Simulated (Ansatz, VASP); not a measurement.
# One calculation of NaCl, two programs

INCAR

```
SYSTEM = NaCl
PREC = Accurate ; ENCUT = 520
EDIFF = 1E-6 ; ISMEAR = 0
SIGMA = 0.02 ; LREAL = .False.
LASPH = .True. ; NELM = 60
ALGO = Normal ; ISIF = 2
LWAVE = .False. ; LCHARG = .False.
GGA = PS ; NBANDS = 14
```

File KPOINTS:

```
regular mesh
0
Gamma
  8 8 8
  0 0 0
```

File POSCAR:

```
NaCl
1.0
    3.4363291737      0.0000000000      0.0000000000
    0.0000000000      3.4363291737      0.0000000000
    0.0000000000      0.0000000000      3.4363291737
Na Cl
1 1
Direct
    0.0000000000      0.0000000000      0.0000000000
    0.5000000000      0.5000000000      0.5000000000
```

Input for Ansatz:

```yaml
crystal:
  lattice:
    - [3.4363291737, 0.0, 0.0]
    - [0.0, 3.4363291737, 0.0]
    - [0.0, 0.0, 3.4363291737]
  atoms:
    - { symbol: Na, position: [0.0, 0.0, 0.0] }
    - { symbol: Cl, position: [0.5, 0.5, 0.5] }
basis:
  ecutwfc: 420
kpoints:
  mp_grid: { grid: [8, 8, 8] }
hamiltonian:
  xc: pbesol
scf:
  occupations: { method: gaussian, width: 0.02 }
output:
  forces: true
  stress: true
  eigenvalues: true
```

Alike in both runs: task single point; functional PBEsol; k mesh 8 × 8 × 8; occupations gaussian, width 0.02 eV; no spin polarisation.

|  | VASP | Ansatz |
| --- | --- | --- |
| version | VASP 6.6.1 | Ansatz 0.2.0 |
| potentials or method | VASP PAW PBE potentials, release 64 (Na_pv, Cl) | scalar-relativistic, plane waves, PAW |
| plane-wave cutoff (eV) | 520 | 420 |
| valence electrons in the cell | 14 | 16 |

|  | VASP | Ansatz | Ansatz less VASP |
| --- | --- | --- | --- |
| gap on the k mesh at the Fermi level (eV) | 4.02 | 4.03 | +0.003 |
| least direct gap on the mesh (eV) | 4.57 | 4.58 | +0.003 |
| pressure (GPa) | 0.3 | 0.3 | -0.01 |

The functional is the same, so the differences come from potentials, cutoffs and numerics. The two sets of potentials don't hold the same shells in valence.

Caveats: the PAW data sets were made with another functional, which shifts forces and pressure a little (VASP). A k mesh can miss the band edges.
